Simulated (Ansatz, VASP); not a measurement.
BeS in VASP and in Ansatz

```xyz
2
Lattice="0.0000 2.3846 2.4717 2.3846 0.0000 2.4717 2.3846 2.3846 0.0000" Properties=species:S:1:pos:R:3 pbc="T T T"
Be    0.0000    0.0000    0.0000
S     1.1923    1.1923    1.2358
```

Change from the starting cell: epitaxial_xy strain -2.0%.

Alike in both runs: task single point; functional PBE; k mesh 10 × 10 × 10; occupations fermi-dirac, width 0.02 eV; no spin polarisation.

|  | VASP | Ansatz |
| --- | --- | --- |
| version | VASP 6.6.1 | Ansatz 0.2.0 |
| potentials or method | VASP PAW PBE potentials, release 64 (Be, S) | plane waves, PAW |
| plane-wave cutoff (eV) | 520 | 420 |
| valence electrons in the cell | 8 | 8 |

```csv
,VASP,Ansatz,Ansatz less VASP
gap on the k mesh at the Fermi level (eV),2.92,2.92,-0.001
pressure (GPa),3.0,3.0,-0.01
largest component of the traceless stress (GPa),2.49,2.50,+0.009
```

A k mesh can miss the band edges.
